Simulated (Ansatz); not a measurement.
```
CELL_PARAMETERS angstrom
0.00000 1.98986 1.98986
1.98986 0.00000 1.98986
1.98986 1.98986 0.00000
ATOMIC_POSITIONS crystal
Mg 0.00000 0.00000 0.00000
O 0.50000 0.50000 0.50000
```

PBE in Ansatz, hard PAW set made for 700 eV, wave cutoff 700 eV, 4×4×4 mesh, fixed fractional positions. The pressure is 45.0 GPa and the gap on the mesh 6.57 eV.

(1) The cell is scaled evenly to 1.128 times its volume. What pressure and gap follow, and what mean bulk modulus do the two pressures imply?

Results:

(1) 14.1 GPa, gap 5.23 eV; B = −ΔP/Δln V ≈ 257 GPa over this range.

The cell is a model at fixed atoms and needn't be the relaxed known crystal. The mesh is coarse, so these values aren't converged.
